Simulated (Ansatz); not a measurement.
# Ir: stiffness from a series of strains

```xyz
1
Lattice="0.0000 1.9197 1.9197 1.9197 0.0000 1.9197 1.9197 1.9197 0.0000" Properties=species:S:1:pos:R:3 pbc="T T T"
Ir    0.0000    0.0000    0.0000
```

The cell comes from COD entry 9008470, which wasn't checked; take it as a given geometry.

No spin–orbit coupling, which matters for the heavy atoms here.

The calculation used Ansatz 0.2.0, DFT, PBE, all-electron LAPW, scalar-relativistic.

Sampling and basis: a Γ-centred 15×15×15 k mesh, Fermi–Dirac smearing of 0.05 eV, basis error target 0.5 meV/atom, no spin polarisation.

The strain is applied along the Cartesian axes of the cell as listed (the other components stay zero). Fractional coordinates are held (clamped ions).

σ is the change of stress from the unstrained cell, which is at 8.85 GPa; tension is positive, so slopes are stress–strain coefficients at that pressure. In a metal the k mesh adds noise.

Only quantities that a quadratic follows smoothly over the whole series are listed; rougher ones are left out.

```
    εzz  σzz (GPa)  σxx (GPa)
-0.0300     -21.47      -8.91
-0.0200     -13.93      -5.67
-0.0100      -6.76      -2.72
 0.0000       0.00       0.00
 0.0100       6.35       2.51
 0.0300      17.81       6.97
```

Q: Fit the series and read off the stiffness at zero strain.

A: Least-squares fits y = p0 + p1 x + p2 x² to the rows give σzz (GPa): p1 = 655, p2 = -2000; σxx (GPa): p1 = 264, p2 = -1100. So C11 = 655 GPa and C12 = 264 GPa, which gives B = (C11 + 2 C12)/3 = 394 GPa.

Q: One run, at εzz = 0.0200, is withheld. Predict its row.

A: The fits give 12.28, 4.86; the run gave 12.28, 4.83.
